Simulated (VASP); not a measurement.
## PbO2: density of states with PBE+TS-HI

PbO2:

```
Pb O
1.0
     0.00000    2.70199    2.70199
     2.70199    0.00000    2.70199
     2.70199    2.70199    0.00000
Pb O
1 2
Direct
  0.00000 0.00000 0.00000
  0.75000 0.75000 0.75000
  0.25000 0.25000 0.25000
```

The cell comes from a database or a generator and needn't be the stable form of this composition.

```
Program                : VASP 6.6.1
Task                   : density of states
Functional             : PBE
Dispersion             : TS-HI
Potentials or basis    : VASP PAW PBE potentials, release 64 (Pb_d, O)
Cutoff                 : 520 eV
k mesh                 : 7 × 7 × 7
Occupations            : gaussian, width 0.05 eV
Spin                   : spin-orbit coupling, no magnetisation
Further INCAR settings : ALGO = Normal; EDIFF = 1.00e-06
```

* Pressure: -2.5 GPa
* Valence electrons inside the program's atomic spheres: Pb 11.70; O 4.93
* Hirshfeld charges: Pb +0.57; O -0.28 e
* Dispersion energy per atom: -0.132 eV

Wall time 3.3 min on 1 thread of Intel(R) Xeon(R) Platinum 8488C (Sapphire Rapids), with other jobs on the host, peak memory 0.33 GiB.
